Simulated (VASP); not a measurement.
Write the native input for VASP 6.6.1 that does the following.

* Task: single point
* Functional: r2SCAN
* Dispersion: rVV10
* Potentials or basis: VASP PAW PBE potentials, release 64 (Ga_d, P)
* Cutoff: 520 eV
* k mesh: 6 × 6 × 6
* Occupations: gaussian, width 0.1 eV
* Spin: no spin polarisation
* Dipole correction: no
* Further INCAR settings: ALGO = Normal; EDIFF = 1e-07; NBANDS = 26

The system is GaP.

```
CELL_PARAMETERS angstrom
1.94302 1.12180 6.43081
-1.94302 1.12180 6.43081
0.00000 -2.24360 6.43081
ATOMIC_POSITIONS crystal
Ga 0.43537 0.43537 0.43537
Ga 0.56463 0.56463 0.56463
P 0.05739 0.05739 0.05739
P 0.94261 0.94261 0.94261
```

Measurements of this composition are mostly on another form, of space group No. 216.

These files were run (other wordings do the same):

POSCAR

```
GaP
1.0
    1.9430151800      1.1218003300      6.4308101000
   -1.9430151800      1.1218003300      6.4308101000
    0.0000000000     -2.2436006700      6.4308101000
Ga P
2 2
Direct
    0.4353720000      0.4353720000      0.4353720000
    0.5646280000      0.5646280000      0.5646280000
    0.0573890000      0.0573890000      0.0573890000
    0.9426110000      0.9426110000      0.9426110000
```

INCAR.step1

```
SYSTEM = GaP
  PREC = Accurate
  ENCUT = 520
  ISMEAR = 0
  SIGMA = 0.1
  LREAL = .False.
  LASPH = .True.
  NELM = 100
  NBANDS = 26
  GGA = PE
  ALGO = Normal
  EDIFF = 1E-4
  LWAVE = .True.
  LCHARG = .False.
```

INCAR.step2

```
SYSTEM = GaP
  PREC = Accurate
  ENCUT = 520
  EDIFF = 1E-7
  ISMEAR = 0
  SIGMA = 0.1
  LREAL = .False.
  LASPH = .True.
  NELM = 100
  ALGO = Normal
  ISIF = 2
  LWAVE = .False.
  LCHARG = .False.
  METAGGA = R2SCAN
  LMIXTAU = .True.
  LUSE_VDW = .True.
  IVDW_NL = 2
  BPARAM = 11.95
  CPARAM = 0.0093
  NBANDS = 26
  ISTART = 1
```

KPOINTS

```
regular mesh
0
Gamma
  6 6 6
  0 0 0
```

Potentials or basis: VASP PAW PBE potentials, release 64 (Ga_d, P).

Launch:

```console
$ cat potpaw_PBE.64/Ga_d/POTCAR potpaw_PBE.64/P/POTCAR > POTCAR
$ cp INCAR.step1 INCAR
$ mpirun -np 1 vasp_std > vasp.out
$ cp INCAR.step2 INCAR
$ mpirun -np 1 vasp_std > vasp.out
```

It gave:

| Quantity | Value |
| --- | --- |
| Pressure | -3.2 GPa |
| Largest force | 0.064 eV/Å |
| Band gap on the k mesh | 1.03 eV, indirect (least direct gap 1.45 eV) |

Caveat: the PAW data sets were made with another functional, which shifts forces and pressure a little.

Run time: 17 min on 1 thread of Intel(R) Xeon(R) Platinum 8488C (Sapphire Rapids) (shared host), peak memory 0.96 GiB.
